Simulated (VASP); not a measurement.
# Co2PdO4 in VASP: convergence with k mesh

Aim: find how far k mesh must go before the results for Co2PdO4 settle, at LDA. This setting moves, with any that are tied to it; all else stays.

All numbers are computed with VASP 6.6.1; they aren't measurements. Logs are shortened: lines on timing, memory, paths and dates and some standing lists are left out, and cuts for length are marked.

## 1. Starting point

The cell holds a slab with vacuum, 7 atoms: a = 2.845 Å, b = 2.845 Å, c = 22.910 Å, α = 90.00°, β = 90.00°, γ = 120.00°.

## 2. With k mesh 3 × 3 × 1

INCAR

```
SYSTEM = Co2PdO4
PREC = Accurate
ENCUT = 500
EDIFF = 1E-7
ISMEAR = 0
SIGMA = 0.02
LREAL = .False.
LASPH = .True.
NELM = 100
ALGO = Normal
ISIF = 2
LWAVE = .False.
LCHARG = .False.
ISPIN = 2
MAGMOM = 0 0 0 0 2 2 0
LORBIT = 11
LMAXMIX = 4
GGA = CA
NBANDS = 39
```

KPOINTS

```
Automatic mesh
0
Gamma
  3 3 1
  0 0 0
```

POSCAR

```
Co2PdO4
1.0
    2.8449990154      0.0000000000      0.0000000000
   -1.4224995077      2.4638414211      0.0000000000
    0.0000000000      0.0000000000     22.9095160000
O Co Pd
4 2 1
Direct
    0.0000000000      0.0000000000      0.3273748778
    0.6666666667      0.3333333333      0.4124712194
    0.6666666667      0.3333333333      0.5875287806
    0.3333333333      0.6666666667      0.6726251222
    0.3333333333      0.6666666667      0.3699230486
    0.0000000000      0.0000000000      0.6300769514
    0.6666666667      0.3333333333      0.5000000000
```

Potentials or basis: VASP PAW LDA potentials, release 64 (O, Co, Pd).

Command:

```console
$ cat potpaw_LDA.64/O/POTCAR potpaw_LDA.64/Co/POTCAR potpaw_LDA.64/Pd/POTCAR > POTCAR
$ mpirun -np 1 vasp_std > vasp.out
```

Run time: 1.9 min. Hardware: 1 thread of AMD EPYC 9R45 (Zen 5), shared host; peak memory 0.24 GiB.

Results:

```
Free energy                                           : -51.1428 eV
Largest force                                         : 1.931 eV/Å
Band gap on the k mesh                                : none (metal or under the smearing width)
Net moment                                            : 1.56 μB per cell
Site moments                                          : O +0.04, +0.02; Co +0.51; Pd +0.34 μB
Valence electrons inside the program's atomic spheres : O 4.87, 4.96; Co 8.35; Pd 9.39
```

## 3. With k mesh 4 × 4 × 1

INCAR is that of step 2.

KPOINTS

```
Automatic mesh
0
Gamma
  4 4 1
  0 0 0
```

POSCAR is that of step 2.

Potentials or basis: VASP PAW LDA potentials, release 64 (O, Co, Pd).

Command:

```console
$ cat potpaw_LDA.64/O/POTCAR potpaw_LDA.64/Co/POTCAR potpaw_LDA.64/Pd/POTCAR > POTCAR
$ mpirun -np 1 vasp_std > vasp.out
```

It took 97 s on 1 thread of AMD EPYC 9R45 (Zen 5), shared host; peak memory 0.24 GiB.

What came out:

- Free energy: -51.8562 eV
- Largest force: 2.032 eV/Å
- Band gap on the k mesh: none (metal or under the smearing width)
- Net moment: 0.88 μB per cell
- Site moments: O +0.05, +0.02; Co +0.36; Pd -0.02 μB
- Valence electrons inside the program's atomic spheres: O 4.87, 4.96; Co 8.37; Pd 9.36

## 4. With k mesh 5 × 5 × 1

INCAR is that of step 3.

KPOINTS

```
Automatic mesh
0
Gamma
  5 5 1
  0 0 0
```

POSCAR is that of step 3.

Command:

```console
$ cat potpaw_LDA.64/O/POTCAR potpaw_LDA.64/Co/POTCAR potpaw_LDA.64/Pd/POTCAR > POTCAR
$ mpirun -np 1 vasp_std > vasp.out
```

Run time: 2.8 min. Hardware: 1 thread of AMD EPYC 9R45 (Zen 5), shared host; peak memory 0.26 GiB.

Results:

```yaml
Free_energy: -51.5626 eV
Largest_force: 2.101 eV/Å
Band_gap_on_the_k_mesh: none (metal or under the smearing width)
Net_moment: 1.12 μB per cell
Site_moments: O +0.06, +0.03; Co +0.36; Pd +0.17 μB
Valence_electrons_inside_the_program's_atomic_spheres: O 4.87, 4.96; Co 8.37; Pd 9.37
```

## 5. With k mesh 6 × 6 × 1

INCAR is that of step 4.

KPOINTS

```
Automatic mesh
0
Gamma
  6 6 1
  0 0 0
```

POSCAR is that of step 4.

Command:

```console
$ cat potpaw_LDA.64/O/POTCAR potpaw_LDA.64/Co/POTCAR potpaw_LDA.64/Pd/POTCAR > POTCAR
$ mpirun -np 1 vasp_std > vasp.out
```

Wall time 2.6 min (1 thread of AMD EPYC 9R45 (Zen 5), shared host); peak memory 0.26 GiB.

Results:

```
Free energy                                           : -51.7233 eV
Largest force                                         : 2.105 eV/Å
Band gap on the k mesh                                : none (metal or under the smearing width)
Net moment                                            : 1.06 μB per cell
Site moments                                          : O +0.06, +0.02; Co +0.41; Pd +0.04 μB
Valence electrons inside the program's atomic spheres : O 4.87, 4.96; Co 8.37; Pd 9.37
```

## 6. With k mesh 8 × 8 × 1

INCAR is that of step 5.

KPOINTS

```
Automatic mesh
0
Gamma
  8 8 1
  0 0 0
```

POSCAR is that of step 5.

Potentials or basis: VASP PAW LDA potentials, release 64 (O, Co, Pd).

Command:

```console
$ cat potpaw_LDA.64/O/POTCAR potpaw_LDA.64/Co/POTCAR potpaw_LDA.64/Pd/POTCAR > POTCAR
$ mpirun -np 1 vasp_std > vasp.out
```

It took 3.8 min on 1 thread of AMD EPYC 9R45 (Zen 5), shared host; peak memory 0.29 GiB.

What came out:

```
Free energy                                           : -51.6739 eV
Largest force                                         : 2.066 eV/Å
Band gap on the k mesh                                : none (metal or under the smearing width)
Net moment                                            : 1.16 μB per cell
Site moments                                          : O +0.06, +0.03; Co +0.40; Pd +0.15 μB
Valence electrons inside the program's atomic spheres : O 4.87, 4.96; Co 8.37; Pd 9.37
```

## 7. With k mesh 10 × 10 × 1

INCAR is that of step 6.

KPOINTS

```
Automatic mesh
0
Gamma
  10 10 1
  0 0 0
```

POSCAR is that of step 6.

Command:

```console
$ cat potpaw_LDA.64/O/POTCAR potpaw_LDA.64/Co/POTCAR potpaw_LDA.64/Pd/POTCAR > POTCAR
$ mpirun -np 1 vasp_std > vasp.out
```

Wall time 5.3 min (1 thread of AMD EPYC 9R45 (Zen 5), shared host); peak memory 0.31 GiB.

What came out:

```
Free energy                                           : -51.6960 eV
Largest force                                         : 2.068 eV/Å
Band gap on the k mesh                                : none (metal or under the smearing width)
Net moment                                            : 0.96 μB per cell
Site moments                                          : O +0.05, +0.02; Co +0.36; Pd +0.05 μB
Valence electrons inside the program's atomic spheres : O 4.87, 4.96; Co 8.37; Pd 9.36
```

## 8. With k mesh 12 × 12 × 1

INCAR is that of step 7.

KPOINTS

```
Automatic mesh
0
Gamma
  12 12 1
  0 0 0
```

POSCAR is that of step 7.

Command:

```console
$ cat potpaw_LDA.64/O/POTCAR potpaw_LDA.64/Co/POTCAR potpaw_LDA.64/Pd/POTCAR > POTCAR
$ mpirun -np 1 vasp_std > vasp.out
```

It took 8 min on 1 thread of AMD EPYC 9R45 (Zen 5), shared host; peak memory 0.35 GiB.

What came out:

```
Free energy                                           : -51.7232 eV
Largest force                                         : 2.070 eV/Å
Band gap on the k mesh                                : none (metal or under the smearing width)
Net moment                                            : 0.85 μB per cell
Site moments                                          : O +0.05, +0.02; Co +0.35; Pd -0.03 μB
Valence electrons inside the program's atomic spheres : O 4.87, 4.96; Co 8.37; Pd 9.36
```

## 9. With k mesh 15 × 15 × 1

INCAR is that of step 8.

KPOINTS

```
Automatic mesh
0
Gamma
  15 15 1
  0 0 0
```

POSCAR is that of step 8.

Potentials or basis: VASP PAW LDA potentials, release 64 (O, Co, Pd).

Command:

```console
$ cat potpaw_LDA.64/O/POTCAR potpaw_LDA.64/Co/POTCAR potpaw_LDA.64/Pd/POTCAR > POTCAR
$ mpirun -np 1 vasp_std > vasp.out
```

Run time: 9.9 min. Hardware: 1 thread of AMD EPYC 9R45 (Zen 5), shared host; peak memory 0.39 GiB.

What came out:

- Free energy: -51.7116 eV
- Largest force: 2.068 eV/Å
- Band gap on the k mesh: none (metal or under the smearing width)
- Net moment: 0.91 μB per cell
- Site moments: O +0.05, +0.02; Co +0.36; Pd +0.01 μB
- Valence electrons inside the program's atomic spheres: O 4.87, 4.96; Co 8.37; Pd 9.36

## 10. With k mesh 18 × 18 × 1

INCAR is that of step 9.

KPOINTS

```
Automatic mesh
0
Gamma
  18 18 1
  0 0 0
```

POSCAR is that of step 9.

Potentials or basis: VASP PAW LDA potentials, release 64 (O, Co, Pd).

Command:

```console
$ cat potpaw_LDA.64/O/POTCAR potpaw_LDA.64/Co/POTCAR potpaw_LDA.64/Pd/POTCAR > POTCAR
$ mpirun -np 1 vasp_std > vasp.out
```

OUTCAR:

```text
SYSTEM = Co2PdO4
   PREC = Accurate
   ENCUT = 500
   EDIFF = 1E-7
   ISMEAR = 0
   LREAL = .False.
   LASPH = .True.
   NELM = 100
   ISIF = 2
   ISPIN = 2
   LORBIT = 11
   GGA = CA

 ion  position               nearest neighbor table
   1  0.000  0.000  0.327-   5 1.91   5 1.91   5 1.91
   2  0.667  0.333  0.412-   5 1.91   5 1.91   5 1.91   7 2.01
   3  0.667  0.333  0.588-   6 1.91   6 1.91   6 1.91   7 2.01
   4  0.333  0.667  0.673-   6 1.91   6 1.91   6 1.91
   5  0.333  0.667  0.370-   2 1.91   1 1.91   2 1.91   1 1.91   1 1.91   2 1.91
   6  0.000  0.000  0.630-   3 1.91   4 1.91   3 1.91   4 1.91   3 1.91   4 1.91
   7  0.667  0.333  0.500-   2 2.01   3 2.01

  LATTYP: Found a hexagonal cell.
 ALAT       =     2.8449990154
 C/A-ratio  =     8.0525567411

  Lattice vectors:

 A1 = (   2.8449990154,   0.0000000000,   0.0000000000)
 A2 = (  -1.4224995077,   2.4638414211,   0.0000000000)
 A3 = (   0.0000000000,   0.0000000000,  22.9095160000)

Analysis of symmetry for initial positions (statically):
=====================================================================
 Subroutine PRICEL returns:
 Original cell was already a primitive cell.

 Routine SETGRP: Setting up the symmetry group for a
 hexagonal supercell.

 Subroutine GETGRP returns: Found 12 space group operations
 (whereof  6 operations were pure point group operations)
 out of a pool of 24 trial point group operations.

The static configuration has the point symmetry C_3v.
 The point group associated with its full space group is D_3d.

Analysis of symmetry for dynamics (positions and initial velocities):
=====================================================================
 Subroutine PRICEL returns:
 Original cell was already a primitive cell.

 Routine SETGRP: Setting up the symmetry group for a
 hexagonal supercell.

 Subroutine GETGRP returns: Found 12 space group operations
 (whereof  6 operations were pure point group operations)
 out of a pool of 24 trial point group operations.

The dynamic configuration has the point symmetry C_3v.
 The point group associated with its full space group is D_3d.

Analysis of structural, dynamic, and magnetic symmetry:
=====================================================================
 Subroutine PRICEL returns:
 Original cell was already a primitive cell.

 Routine SETGRP: Setting up the symmetry group for a
 hexagonal supercell.

 Subroutine GETGRP returns: Found 12 space group operations
 (whereof  6 operations were pure point group operations)
 out of a pool of 24 trial point group operations.

The overall configuration has the point symmetry C_3v.
 The point group associated with its full space group is D_3d.

 Subroutine INISYM returns: Found 12 space group operations
 (whereof  6 operations are pure point group operations),
 and found     1 'primitive' translations

----------------------------------------------------------------------------------------

                                     Primitive cell

  volume of cell :     160.5871

  direct lattice vectors                    reciprocal lattice vectors
     2.844999015  0.000000000  0.000000000     0.351493971  0.202935138  0.000000000
    -1.422499508  2.463841421  0.000000000     0.000000000  0.405870277  0.000000000
     0.000000000  0.000000000 22.909516000     0.000000000  0.000000000  0.043649984

  length of vectors
     2.844999015  2.844999015 22.909516000     0.405870277  0.405870277  0.043649984

  position of ions in fractional coordinates (direct lattice)
[... 98 lines left out ...]
   TEBEG  =    0.0;   TEEND  =   0.0 temperature during run
   PSTRESS=    0.0 pullay stress
   NELECT =      52.0000    total number of electrons
   NUPDOWN=      -1.0000    fix difference up-down
   EMIN   =  10.00;   EMAX   =-10.00  energy-range for DOS
   EFERMI =   0.00;   METHOD = LEGACY
   ISMEAR =     0;   SIGMA  =   0.02  broadening in eV -4-tet -1-fermi 0-gaus
   EFERMI_NEDOS =   21; number of points for ismear=-14 and -15
   IALGO  =     38    algorithm
   IMIX   =      4    mixing-type and parameters
     AMIX     =   0.40;   BMIX     =  1.00
     AMIX_MAG =   1.60;   BMIX_MAG =  1.00
  volume/ion in A,a.u.               =      22.94       154.81
  Fermi-wavevector in a.u.,A,eV,Ry     =   1.124188  2.124408 17.195030  1.263799
  Thomas-Fermi vector in A             =   2.260859
   LORBIT       =     11    0 simple, 1 ext, 2 COOP (PROOUT), +10 PAW based schemes
   GGA     = CA    functional components
   LHFCALC =     F    Hartree Fock is set to
   AEXX    =    0.0000 exact exchange contribution
   IVDW    =     0    specifies the selected vdW correction
   LEPSILON=     F    determine dielectric tensor
   LRPA    =     F    only Hartree local field effects (RPA)
 spin polarized calculation
 Gauss-broadening in eV      SIGMA  =   0.02
  energy-cutoff  :      500.00
  volume of cell :      160.59
 maximum number of plane-waves:      4111
 NGX is ok and might be reduce to    24
   NGX = 11   NGY = 11   NGZ = 83

 number of electron      52.0000010 magnetization       0.9911033

 Free energy of the ion-electron system (eV)
  ---------------------------------------------------
  ext. energy  EPLUGINS =         0.00000000
  ---------------------------------------------------
  free energy    TOTEN  =       -51.71046874 eV

  energy without entropy =      -51.70885055  energy(sigma->0) =      -51.70965965

 E-fermi :  -1.9331     XC(G=0):  -5.9375

 val. band max:       -1.9337197215   @ k =   0.3889   0.2222   0.0000
 cond. band min:      -1.9307861203   @ k =   0.2778   0.1667   0.0000
 fundamental gap:      0.0029336012
 Fermi energy:        -1.9330732182

 spin component 1

 k-point     1 :       0.0000    0.0000    0.0000
  band No.  band energies     occupation
      1     -21.8625      1.00000
      2     -21.7235      1.00000
      3     -19.6079      1.00000
      4     -19.5288      1.00000
      5      -9.3634      1.00000
      6      -8.3498      1.00000
[... 973 lines left out ...]
     37      10.9434      0.00000
     38      11.1509      0.00000

 [... further k-points ...]

 spin component 2

 k-point     1 :       0.0000    0.0000    0.0000
  band No.  band energies     occupation
      1     -21.8115      1.00000
      2     -21.6704      1.00000
      3     -19.5260      1.00000
      4     -19.4481      1.00000
      5      -9.2802      1.00000
      6      -8.2212      1.00000
[... 973 lines left out ...]
     37      11.0036      0.00000
     38      11.2134      0.00000

 [... further k-points ...]

 [bands above 38 left out]

------------------------ aborting loop because EDIFF is reached ----------------------------------------

  FORCE on cell =-STRESS in cart. coord.  units (eV):
  Direction    XX          YY          ZZ          XY          YZ          ZX
  --------------------------------------------------------------------------------------
  -------------------------------------------------------------------------------------
  Total       -8.2027419     -8.2027419     -8.5014126     -0.0000000      0.0000000      0.0000000
  in kB      -81.8387228    -81.8387228    -84.8185589     -0.0000000      0.0000000      0.0000000
  external PRESSURE =     -82.8320015 kB  Pullay stress =       0.0000000 kB

 VOLUME and BASIS-vectors are now :
 -----------------------------------------------------------------------------
  energy-cutoff  :      500.00
  volume of cell :      160.59
      direct lattice vectors                 reciprocal lattice vectors
     2.844999015  0.000000000  0.000000000     0.351493971  0.202935138  0.000000000
    -1.422499508  2.463841421  0.000000000     0.000000000  0.405870277  0.000000000
     0.000000000  0.000000000 22.909516000     0.000000000  0.000000000  0.043649984

 POSITION                                       TOTAL-FORCE (eV/Angst)
 -----------------------------------------------------------------------------------
      0.00000      0.00000      7.50000         0.000000     -0.000000      2.077125
      1.42250      0.82128      9.44952        -0.000000      0.000000     -0.157340
      1.42250      0.82128     13.46000         0.000000     -0.000000      0.157340
     -0.00000      1.64256     15.40952        -0.000000      0.000000     -2.077125
     -0.00000      1.64256      8.47476        -0.000000      0.000000     -1.247833
      0.00000      0.00000     14.43476         0.000000     -0.000000      1.247833
      1.42250      0.82128     11.45476         0.000000      0.000000      0.000000
 -----------------------------------------------------------------------------------
    total drift:                               -0.000000      0.000000     -0.000000

  FREE ENERGIE OF THE ION-ELECTRON SYSTEM (eV)
  ---------------------------------------------------
  free  energy   TOTEN  =       -51.7104687429 eV

  energy  without entropy=      -51.7088505509  energy(sigma->0) =      -51.70965965

 total charge

# of ion       s       p       d       tot
------------------------------------------
    1        1.578   3.287   0.000   4.865
    2        1.551   3.410   0.000   4.961
    3        1.551   3.410   0.000   4.961
    4        1.578   3.287   0.000   4.865
    5        0.438   0.667   7.264   8.369
    6        0.438   0.667   7.264   8.369
    7        0.467   0.463   8.432   9.362
--------------------------------------------------
tot          7.602  15.190  22.960  45.752

 magnetization (x)

# of ion       s       p       d       tot
------------------------------------------
    1        0.001   0.054   0.000   0.055
    2       -0.000   0.023   0.000   0.023
    3       -0.000   0.023   0.000   0.023
    4        0.001   0.054   0.000   0.055
    5        0.003   0.007   0.365   0.375
    6        0.003   0.007   0.365   0.375
    7        0.009   0.007   0.030   0.046
--------------------------------------------------
tot          0.017   0.175   0.761   0.954
```

Wall time 13 min (1 thread of AMD EPYC 9R45 (Zen 5), shared host); peak memory 0.46 GiB.

What came out:

| Item | Value |
| --- | --- |
| Free energy | -51.7105 eV |
| Largest force | 2.077 eV/Å |
| Band gap on the k mesh | none (metal or under the smearing width) |
| Net moment | 0.99 μB per cell |
| Site moments | O +0.06, +0.02; Co +0.38; Pd +0.05 μB |
| Valence electrons inside the program's atomic spheres | O 4.87, 4.96; Co 8.37; Pd 9.36 |

## 11. The series at a glance

```tsv
k mesh	energy less the tightest run, at zero smearing (meV/atom)	largest force (eV/Å)	largest site moment (μB)	SCF cycles	CPU time (s)	peak memory (GiB)
3 × 3 × 1	81.38	1.931	0.51	50	120	0.24
4 × 4 × 1	-20.80	2.032	0.36	30	96	0.24
5 × 5 × 1	21.44	2.101	0.36	46	170	0.26
6 × 6 × 1	-1.73	2.105	0.41	35	150	0.26
8 × 8 × 1	5.23	2.066	0.40	37	230	0.29
10 × 10 × 1	2.07	2.068	0.36	37	310	0.31
12 × 12 × 1	-1.82	2.070	0.35	36	480	0.35
15 × 15 × 1	-0.17	2.068	0.36	37	590	0.39
18 × 18 × 1	0.00	2.077	0.38	37	810	0.46
```

Against the tightest run, the energy stays within 1 meV/atom from 15 × 15 × 1 on; the largest site moment stays within 0.02 μB from 15 × 15 × 1 on. Not settled before the last step: the largest force (to 0.005 eV/Å). Meshes of other sizes hit other points, so gaps and Fermi surfaces needn't settle smoothly. The tightest run that finished is the yardstick and may itself not be fully converged.

Caveats: semilocal functionals often make such compounds metallic where correlation or magnetic order opens a gap, which also shifts bond lengths.
